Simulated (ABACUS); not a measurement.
**ZrO2: single point with PBE**

The system is ZrO2.

```
Zr O
1.0
     0.00000    2.54507    2.54507
     2.54507    0.00000    2.54507
     2.54507    2.54507    0.00000
Zr O
1 2
Direct
  0.00000 0.00000 0.00000
  0.75000 0.75000 0.75000
  0.25000 0.25000 0.25000
```

Measurements of this composition are mostly on another form, of space group No. 14.

```yaml
Program: ABACUS 3.10.1
Task: single point
Functional: PBE
Potentials_or_basis: PseudoDojo NC SR 0.4.1 PBE standard
Cutoff: 1361 eV
Density_cutoff: 5442 eV
Basis: DZP LCAO (the cutoffs set its grid)
k_mesh: 9 × 9 × 9
Occupations: fermi-dirac, width 0.05 eV
Spin: no spin polarisation
Orbital_files: Zr Zr_confined-atom_8au_3s2p2d1f.orb, O O_confined-atom_6au_2s2p1d.orb
Radial_cutoff_of_the_potentials_pseudo_rcut: 10 bohr
SCF_threshold_on_the_density: 1e-07
Max_SCF_steps: 100
Eigensolver: genelpa
Mixing: broyden
Mixing_share: 0.7
Symmetry_key: 1
Bands: 16
```

```
Pressure               : 4.1 GPa
Band gap on the k mesh : 3.36 eV, indirect (least direct gap 3.84 eV)
Mulliken charges       : Zr +1.11; O -0.56 e
```

Levels at points of the mesh, in eV from the valence-band top:
| k point | band 9 | band 10 | band 11 | band 12 | band 13 | band 14 | band 15 | band 16 |
| --- | --- | --- | --- | --- | --- | --- | --- | --- |
| (0.00, 0.00, 0.00) | -5.19 | -0.47 | -0.47 | -0.47 | 3.36 | 3.36 | 6.96 | 9.35 |

Wall time 7.6 s on 4 MPI ranks on AMD EPYC 9B14 (Zen 4) (shared host), peak memory 0.44 GiB a rank.

Caveat: the atomic orbitals were generated for these runs and aren't a published set; Mulliken charges move with the basis; an odd mesh through Γ misses points on the zone boundary, where band edges often lie; the basis of atomic orbitals isn't converged, which shifts pressures, moduli and gaps. Expect the measured gap to be larger: semilocal functionals such as PBE lack the derivative discontinuity.
